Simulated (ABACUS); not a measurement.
# CdTe under changes of volume

One of the cells (32.922 Å³/atom); the others are scaled copies at fixed shape and fractional positions:

```
Te Cd
1.0
     0.00000    3.20500    3.20500
     3.20500    0.00000    3.20500
     3.20500    3.20500    0.00000
Te Cd
1 1
Cartesian
  4.8075 4.8075 4.8075
  0.0000 0.0000 0.0000
```

* Program: ABACUS 3.10.1
* Functional: PBEsol
* Potentials or basis: PseudoDojo NC SR 0.4.1 PBEsol standard
* Cutoff: 1401 eV
* Density cutoff: 5606 eV
* Basis: plane waves
* k mesh: 7 × 7 × 7
* Occupations: fermi-dirac, width 0.05 eV
* Spin: no spin polarisation

```tsv
volume (Å³/atom)	energy over the lowest point (meV/atom)	pressure (GPa)	gap on the mesh (eV)
30.947	49.32	5.3	0.94
31.605	30.24	4.0	0.88
32.263	16.29	2.8	0.82
32.922	?	?	?
33.580	1.63	0.8	0.70
34.239	0.00	0.0	0.64
34.897	1.64	-0.8	0.59
```

What does the run at 32.922 Å³/atom give?

Energy over the lowest point 6.92 meV/atom; pressure 1.7 GPa; gap on the mesh 0.76 eV.

Worked out: A Birch-Murnaghan fit of order 3 (a polynomial in V^(-2/3)) to the other rows has its minimum at 34.23 Å³/atom with B0 = V·E''(V) = 41 GPa and B' = 4.9. It gives 6.91 meV/atom at 32.922 Å³/atom, against the run's 6.92, and -dE/dV = 1.8 GPa, against 1.7. A straight line through the other rows of the gap, of slope -2.94 eV per unit of ln V (its deformation potential), gives 0.76 eV, against the run's 0.76.

Energies are extrapolated to zero smearing.

Caveats: spin-orbit coupling is left out, which moves the levels of the heavy elements.
